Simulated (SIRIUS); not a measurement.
# MgS (Niningerite) in SIRIUS: the effect of potentials

Crystal: MgS (Niningerite).

```
S Mg
1.0
     0.00000    2.60165    2.60165
     2.60165    0.00000    2.60165
     2.60165    2.60165    0.00000
S Mg
1 1
Direct
  0.50000 0.50000 0.50000
  0.00000 0.00000 0.00000
```

Alike in all runs:

```yaml
Program: SIRIUS 7.10.0
Task: eos task
Functional: PBE
k_mesh: 6 × 6 × 6
Occupations: fermi-dirac, width 0.05 eV
Spin: no spin polarisation
```

**Question.** One run gave: V0 of scaled cells 17.94 Å³/atom; B0 77 GPa. Which potentials did it use?
A. PseudoDojo 0.5 PBE standard (scalar relativistic)
B. SG15 1.2 PBE (norm-conserving)
C. PseudoDojo 0.4.1 PBE standard (scalar relativistic)
D. JTH 2.0 PBE (PAW)

**Answer.** D.

```csv
potentials,cutoff,V0 of scaled cells (Å³/atom),B0 (GPa)
PseudoDojo 0.4.1 PBE standard (scalar relativistic),1152 eV,17.90,74
SG15 1.2 PBE (norm-conserving),1152 eV,17.87,75
JTH 2.0 PBE (PAW),557 eV,17.94,77
PseudoDojo 0.5 PBE standard (scalar relativistic),1152 eV,17.90,74
```
